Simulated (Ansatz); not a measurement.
**BiTe: compression at zero temperature**

One table from this session's results is given with a row withheld; the runs are named, their logs left out.

Method: DFT PBEsol, scalar-relativistic, plane waves, PAW, in Ansatz 0.2.0.

1 further run of the same task is left out (set aside as unsound or not needed).

**The starting structure**

The structure is cubic, space group Fm-3m (No. 225). The conventional cell has a = 6.394 Å, b = 6.394 Å, c = 6.394 Å, α = 90.00°, β = 90.00°, γ = 90.00°. Bi (site symmetry m-3m) has 6 Te at 3.20 Å in its first shell of neighbours. Around Te (site symmetry m-3m) lie 6 Bi at 3.20 Å.

Structure file:

```
Bi Te
1.0
     0.00000    3.19715    3.19715
     3.19715    0.00000    3.19715
     3.19715    3.19715    0.00000
Bi Te
1 1
Cartesian
  0.0000 0.0000 0.0000
  3.1972 3.1972 3.1972
```

It is the result of an earlier relaxation at this level (volume 32.68 Å³/atom; gap on the mesh: none (metal)).

Set-up of the first run:

Contents of input.yaml:

```yaml
crystal:
  lattice:
    - [0.0, 3.2076092663, 3.2076092663]
    - [3.2076092663, 0.0, 3.2076092663]
    - [3.2076092663, 3.2076092663, 0.0]
  atoms:
    - { symbol: Bi, position: [0.0, 0.0, 0.0] }
    - { symbol: Te, position: [0.5, 0.5, 0.5] }
basis:
  ecutwfc: 420
kpoints:
  mp_grid: { grid: [12, 12, 12] }
hamiltonian:
  xc: pbesol
scf:
  occupations: { method: gaussian, width: 0.1 }
output:
  forces: true
  stress: true
  eigenvalues: true
relax:
  adjacent_minimum: "off"
  f_tol: 0.008
  max_steps: 50
  cell: { stress_tol: 0.08, p_target: -1.0 }
```

Started as:

```console
$ ansatz run input.yaml --threads 1 --pin off --max-ram 2560MiB --backend cpu --events-out ev --progress --plain --runs-dir out
```

Among the steps run: Target pressure -1 GPa; Relaxing at 1 GPa; 4 GPa; Target pressure 12 GPa; Target pressure 25 GPa; Relaxing at 50 GPa; Target pressure 90 GPa.

One of the session's tables, all rows but one given; the rest of the session is left out.

Lengths are those of the vectors of the cell that was run:

```
P (GPa)  V (Å³/atom)  a (Å)  b (Å)  c (Å)  ΔH (eV/atom)
     -1        33.32  4.551  4.551  4.551        -0.206
      0        32.68  4.521  4.521  4.521         0.000
      1        32.11  4.495  4.495  4.495         0.202
      4        30.67  4.427  4.427  4.427         0.789
     12        28.01  4.295  4.295  4.295         2.249
     25            ?      ?      ?      ?             ?
     50        22.26  3.978  3.978  3.978         8.088
     90        19.48  3.805  3.805  3.805        13.276
```

Estimate the missing values for P (GPa) = 25.

Worked estimate for «V (Å³/atom)». A straight line through the neighbours (12, 28.01) and (50, 22.26) gives 28.01 + (22.26 − 28.01) × (25 − 12) / (50 − 12) = 26.04; a parabola fitted to 4 rows on both sides gives 25.87.

**Answer.** V (Å³/atom): 25.28; a (Å): 4.151; b (Å): 4.151; c (Å): 4.151; ΔH (eV/atom): 4.401. In «V (Å³/atom)» the line misses by +0.76 and the parabola by +0.59.

ΔH is E + PV over the energy at zero pressure; a, b and c are the vectors of the computed cell. 

Caveats from the session: Other structures may take over in this range; these runs cannot find them.
